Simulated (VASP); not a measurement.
# TiAl (Pm-3m) in VASP: further runs

The runs below take TiAl through single point, with PBE.

Program: VASP 6.6.1. These are calculated values, not measurements. Logs are shortened: lines on timing, memory, paths and dates and some standing lists are left out, and cuts for length are marked.

**1. The crystal as given**

Symmetry: Pm-3m, No. 221, cubic system. Conventional cell: a = 3.179 Å, b = 3.179 Å, c = 3.179 Å, α = 90.00°, β = 90.00°, γ = 90.00°. Around Ti (site symmetry m-3m) lie 8 Al at 2.75 Å. Around Al (site symmetry m-3m) lie 8 Ti at 2.75 Å.

The cell comes from a database or a generator and needn't be the stable form of this composition.

**2. Single point, PBE**

Input file INCAR:

```
SYSTEM = TiAl
  ADDGRID = .FALSE.
  ALGO = Normal
  EDIFF = 1E-6
  ENCUT = 650
  GGA = PE
  ISIF = 2
  ISMEAR = -1
  LASPH = .TRUE.
  LCHARG = .FALSE.
  LREAL = .FALSE.
  LWAVE = .FALSE.
  NELM = 100
  PREC = Accurate
  SIGMA = 0.1
```

Input file KPOINTS:

```
k-points
0
G
  5 5 5
  0 0 0
```

Input file POSCAR:

```
TiAl
1.0
    3.1790640000      0.0000000000      0.0000000000
    0.0000000000      3.1790640000      0.0000000000
    0.0000000000      0.0000000000      3.1790640000
Ti Al
1 1
Direct
    0.0000000000      0.0000000000      0.0000000000
    0.5000000000      0.5000000000      0.5000000000
```

Potentials or basis: VASP PAW PBE potentials, release 64 (Ti_sv, Al).

Started as:

```sh
$ cat potpaw_PBE.64/Ti_sv/POTCAR potpaw_PBE.64/Al/POTCAR > POTCAR
$ mpirun -np 1 vasp_std > vasp.out
```

OUTCAR:

```text
SYSTEM = TiAl
   EDIFF = 1E-6
   ENCUT = 650
   GGA = PE
   ISIF = 2
   ISMEAR = -1
   LASPH = .TRUE.
   LREAL = .FALSE.
   NELM = 100
   PREC = Accurate

 Found     10 irreducible k-points:

 Following reciprocal coordinates:
            Coordinates               Weight
  0.000000  0.000000  0.000000      1.000000
  0.200000  0.000000  0.000000      6.000000
  0.400000  0.000000  0.000000      6.000000
  0.200000  0.200000  0.000000     12.000000
  0.400000  0.200000  0.000000     24.000000
  0.400000  0.400000  0.000000     12.000000
   k-points           NKPTS =     10   k-points in BZ     NKDIM =     10   number of bands    NBANDS=     11
   number of dos      NEDOS =    301   number of ions     NIONS =      2
   total plane-waves  NPLWV =  21952
   dimension x,y,z NGX =    28 NGY =   28 NGZ =   28
   dimension x,y,z NGXF=    56 NGYF=   56 NGZF=   56
   ions per type =               1   1
   NGX,Y,Z   is equivalent  to a cutoff of  14.64, 14.64, 14.64 a.u.
   NGXF,Y,Z  is equivalent  to a cutoff of  29.28, 29.28, 29.28 a.u.
 SYSTEM =  TiAl
   PREC   = accura    normal or accurate (medium, high low for compatibility)
   ISTART =      0    job   : 0-new  1-cont  2-samecut
   ICHARG =      2    charge: 1-file 2-atom 10-const
   ISPIN  =      1    spin polarized calculation?
   LNONCOLLINEAR =      F non collinear calculations
   LSORBIT =      F    spin-orbit coupling
   LASPH  =      T    aspherical Exc in radial PAW
   ENCUT  =  650.0 eV  47.77 Ry    6.91 a.u.   6.61  6.61  6.61*2*pi/ulx,y,z
   NELM   =    100;   NELMIN=  2; NELMDL= -5     # of ELM steps
   EDIFF  = 0.1E-05   stopping-criterion for ELM
   LREAL  =      F    real-space projection
   EDIFFG = 0.1E-04   stopping-criterion for IOM
   NSW    =      0    number of steps for IOM
   IBRION =     -1    ionic relax: 0-MD 1-quasi-New 2-CG
   NFREE  =      0    steps in history (QN), initial steepest desc. (CG)
   ISIF   =      2    stress and relaxation
   ISYM   =      2    0-nonsym 1-usesym 2-fastsym
   POTIM  = 0.5000    time-step for ionic-motion
   TEBEG  =    0.0;   TEEND  =   0.0 temperature during run
   PSTRESS=    0.0 pullay stress
   NELECT =      15.0000    total number of electrons
   NUPDOWN=      -1.0000    fix difference up-down
   EMIN   =  10.00;   EMAX   =-10.00  energy-range for DOS
   EFERMI =   0.00;   METHOD = LEGACY
   ISMEAR =    -1;   SIGMA  =   0.10  broadening in eV -4-tet -1-fermi 0-gaus
   EFERMI_NEDOS =   21; number of points for ismear=-14 and -15
   IALGO  =     38    algorithm
   IMIX   =      4    mixing-type and parameters
     AMIX     =   0.40;   BMIX     =  1.00
     AMIX_MAG =   1.60;   BMIX_MAG =  1.00
  volume/ion in A,a.u.               =      16.06       108.41
  Fermi-wavevector in a.u.,A,eV,Ry     =   1.270007  2.399964 21.945065  1.612917
  Thomas-Fermi vector in A             =   2.403017
   LORBIT       =      0    0 simple, 1 ext, 2 COOP (PROOUT), +10 PAW based schemes
   GGA     = PE    functional components
   LHFCALC =     F    Hartree Fock is set to
   AEXX    =    0.0000 exact exchange contribution
   IVDW    =     0    specifies the selected vdW correction
   LEPSILON=     F    determine dielectric tensor
   LRPA    =     F    only Hartree local field effects (RPA)
 non-spin polarized calculation
  energy-cutoff  :      650.00
  volume of cell :       32.13
 maximum number of plane-waves:      1233
 NGX is ok and might be reduce to    28
   NGX = 13   NGY = 13   NGZ = 13

 number of electron      15.0000003 magnetization

 Free energy of the ion-electron system (eV)
  ---------------------------------------------------
  ext. energy  EPLUGINS =         0.00000000
  ---------------------------------------------------
  free energy    TOTEN  =       -12.15154736 eV

  energy without entropy =      -12.07453193  energy(sigma->0) =      -12.11303964

 E-fermi :   8.7031     XC(G=0): -11.0878

 val. band max:        8.6096340322   @ k =   0.4000   0.2000   0.0000
 cond. band min:       8.7710899739   @ k =   0.4000   0.2000   0.2000
 fundamental gap:      0.1614559417
 Fermi energy:         8.7031177833

 k-point     1 :       0.0000    0.0000    0.0000
  band No.  band energies     occupation
      1     -48.1510      2.00000
      2     -24.3509      2.00000
      3     -24.3509      2.00000
      4     -24.3509      2.00000
      5      -0.5010      2.00000
      6       7.3232      2.00000
      7       7.3232      2.00000
      8      10.5576      0.00000
      9      10.5576      0.00000
     10      10.5576      0.00000
     11      13.1890      0.00000

 k-point     2 :       0.2000    0.0000    0.0000
  band No.  band energies     occupation
      1     -48.1459      2.00000
      2     -24.4103      2.00000
      3     -24.3457      2.00000
      4     -24.3457      2.00000
      5       0.1273      2.00000
      6       6.8104      2.00000
      7       7.5910      1.99997
      8       9.7919      0.00004
      9       9.7919      0.00004
     10      10.6260      0.00000
     11      11.7164      0.00000

 k-point     3 :       0.4000    0.0000    0.0000
  band No.  band energies     occupation
      1     -48.1376      2.00000
      2     -24.5051      2.00000
      3     -24.3373      2.00000
      4     -24.3373      2.00000
      5       1.8664      2.00000
      6       4.5724      2.00000
      7       8.1063      1.99490
      8       9.0194      0.08117
      9       9.0194      0.08117
     10      10.7400      0.00000
     11      11.6146      0.00000

 k-point     4 :       0.2000    0.2000    0.0000
  band No.  band energies     occupation
      1     -48.1409      2.00000
      2     -24.4063      2.00000
      3     -24.4016      2.00000
      4     -24.3406      2.00000
      5       0.7211      2.00000
      6       7.0845      2.00000
      7       7.1901      2.00000
      8       9.0708      0.04936
      9       9.7485      0.00006
     10      10.1644      0.00000
     11      12.1441      0.00000

 k-point     5 :       0.4000    0.2000    0.0000
  band No.  band energies     occupation
      1     -48.1327      2.00000
      2     -24.4971      2.00000
      3     -24.3937      2.00000
      4     -24.3322      2.00000
      5       2.3240      2.00000
      6       5.0339      2.00000
      7       7.8425      1.99963
      8       8.6096      1.43611
      9       9.1866      0.01577
     10      10.2075      0.00000
     11      11.6514      0.00000

 k-point     6 :       0.4000    0.4000    0.0000
  band No.  band energies     occupation
      1     -48.1247      2.00000
      2     -24.4848      2.00000
      3     -24.4831      2.00000
      4     -24.3238      2.00000
      5       3.3509      2.00000
      6       5.9862      2.00000
      7       6.7265      2.00000
      8       8.2205      1.98410
      9       9.4546      0.00109
     10       9.5656      0.00036
     11      11.5195      0.00000

 [... further k-points ...]

------------------------ aborting loop because EDIFF is reached ----------------------------------------

  FORCE on cell =-STRESS in cart. coord.  units (eV):
  Direction    XX          YY          ZZ          XY          YZ          ZX
  --------------------------------------------------------------------------------------
  -------------------------------------------------------------------------------------
  Total        0.1960050      0.1960050      0.1960050      0.0000000      0.0000000     -0.0000000
  in kB        9.7741704      9.7741704      9.7741704      0.0000000      0.0000000     -0.0000000
  external PRESSURE =       9.7741704 kB  Pullay stress =       0.0000000 kB

 VOLUME and BASIS-vectors are now :
 -----------------------------------------------------------------------------
  energy-cutoff  :      650.00
  volume of cell :       32.13
      direct lattice vectors                 reciprocal lattice vectors
     3.179064000  0.000000000  0.000000000     0.314557996  0.000000000  0.000000000
     0.000000000  3.179064000  0.000000000     0.000000000  0.314557996  0.000000000
     0.000000000  0.000000000  3.179064000     0.000000000  0.000000000  0.314557996

 POSITION                                       TOTAL-FORCE (eV/Angst)
 -----------------------------------------------------------------------------------
      0.00000      0.00000      0.00000         0.000000      0.000000      0.000000
      1.58953      1.58953      1.58953         0.000000      0.000000      0.000000
 -----------------------------------------------------------------------------------
    total drift:                               -0.000000     -0.000000     -0.000000

  FREE ENERGIE OF THE ION-ELECTRON SYSTEM (eV)
  ---------------------------------------------------
  free  energy   TOTEN  =       -12.1515473576 eV

  energy  without entropy=      -12.0745319308  energy(sigma->0) =      -12.11303964
```

Wall time 3.2 s (1 thread of Intel Xeon 6975P-C (Granite Rapids), shared host); peak memory 0.15 GiB.

These settings aren't checked as converged: the numbers below hold their error.

Results:

| Quantity | Value |
| --- | --- |
| Free energy | -12.1515 eV |
| Pressure | 1.0 GPa |
| Band gap on the k mesh | none (metal or under the smearing width) |

Caveat: the k mesh is coarse (spacing up to 0.40 Å⁻¹), so the values aren't converged.

**3. Single point, PBE**

Changes to INCAR since step 2:

```diff
@@ -4,3 +4,3 @@
   EDIFF = 1E-6
-  ENCUT = 650
+  ENCUT = 460
   GGA = PE
```

Input file KPOINTS:

```
k-points
0
G
  6 6 6
  0 0 0
```

POSCAR is that of step 2.

Potentials or basis: VASP PAW PBE potentials, release 64 (Ti_sv, Al).

Started as:

```sh
$ cat potpaw_PBE.64/Ti_sv/POTCAR potpaw_PBE.64/Al/POTCAR > POTCAR
$ mpirun -np 1 vasp_std > vasp.out
```

It took 2.8 s on 1 thread of Intel Xeon 6975P-C (Granite Rapids), shared host; peak memory 0.13 GiB.

These settings aren't checked as converged: the numbers below hold their error.

Results:

```yaml
Free_energy: -12.1464 eV
Pressure: 0.7 GPa
Band_gap_on_the_k_mesh: none (metal or under the smearing width)
```

**4. For comparison**

An earlier run on the cell as given: functional PBEsol; potentials or basis VASP PAW PBE potentials, release 64 (Ti_sv, Al); cutoff 520 eV; k mesh 8 × 8 × 8; occupations fermi-dirac, width 0.05 eV; no spin polarisation.

- Pressure: -2.3 GPa
- Band gap on the k mesh: none (metal or under the smearing width)
